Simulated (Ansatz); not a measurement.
**Al (diamond type): how the settings move a single-point run**

Aim: see which settings change the result for Al (diamond type), by how much, and at what cost.

Program: Ansatz 0.2.0. Level of theory: reference: DFT, LDA, PAW with Ansatz's default frozen-core files, scalar-relativistic. These are calculated values, not measurements.

## 1. Starting point

It takes space group Fd-3m (No. 227, cubic). The conventional cell has a = 5.852 Å, b = 5.852 Å, c = 5.852 Å, α = 90.00°, β = 90.00°, γ = 90.00°. Around Al (site symmetry -43m) lie 4 Al at 2.53 Å.

Structure file:

```xyz
2
Lattice="0.0000 2.9258 2.9258 2.9258 0.0000 2.9258 2.9258 2.9258 0.0000" Properties=species:S:1:pos:R:3 pbc="T T T"
Al   -0.7315   -0.7315   -0.7315
Al    0.7315    0.7315    0.7315
```

## 2. Baseline

input.yaml reads:

```yaml
crystal:
  lattice:
    - [0.0, 2.9258038909, 2.9258038909]
    - [2.9258038909, 0.0, 2.9258038909]
    - [2.9258038909, 2.9258038909, 0.0]
  atoms:
    - { symbol: Al, position: [-0.125, -0.125, -0.125] }
    - { symbol: Al, position: [0.125, 0.125, 0.125] }
kpoints:
  mp_grid: { grid: [12, 12, 12] }
scf:
  occupations: { method: fermi_dirac, width: 0.08 }
hamiltonian:
  xc: lda
  pseudopotentials: { kind: paw }
output:
  forces: true
  stress: true
  eigenvalues: true
basis:
  ecutwfc: 800
```

On the command line:

```console
$ ansatz run input.yaml --threads 1 --pin off --max-ram 2048MiB --backend cpu --events-out ev --progress --plain --runs-dir out
```

## 3. Changing settings: n_extra_bands 32, xc rpbe

input.yaml: that of step 2 with these lines changed.

```diff
@@ -12,4 +12,5 @@
   occupations: { method: fermi_dirac, width: 0.08 }
+  n_extra_bands: 32
 hamiltonian:
-  xc: lda
+  xc: rpbe
   pseudopotentials: { kind: paw }
```

Q: Predict the outcome of this session. Wanted: for each run, ending; energy change; pressure; gap; force.

The runs gave:

```
                         run     ending   energy change  pressure (GPa)  gap (eV)  force (eV/Å)  cycles   time
                   reference  converged               -             2.4      0.00          0.00       6  3.7 s
1: n_extra_bands 32, xc rpbe  converged  not comparable             5.7      0.00          0.00       6   10 s
```

Residual by cycle in the longest SCF loop of each run; runs are numbered as in the table. The quantity is the density residual dr2, in eV.

```
cycle  reference    run 1
    1    0.00326   9.2e-4
    2    0.00125   4.1e-4
    3     2.2e-6   4.6e-6
    4     3.6e-8   2.0e-7
    5    3.1e-10   1.6e-8
    6    3.7e-12  3.2e-10
```

What this shows: Total energies don't compare across a change of functional; the pressure goes from 2.4 to 5.7 GPa. At this fixed cell a higher pressure means that this functional prefers a larger volume than the reference. Cost: 10 s against 3.7 s.
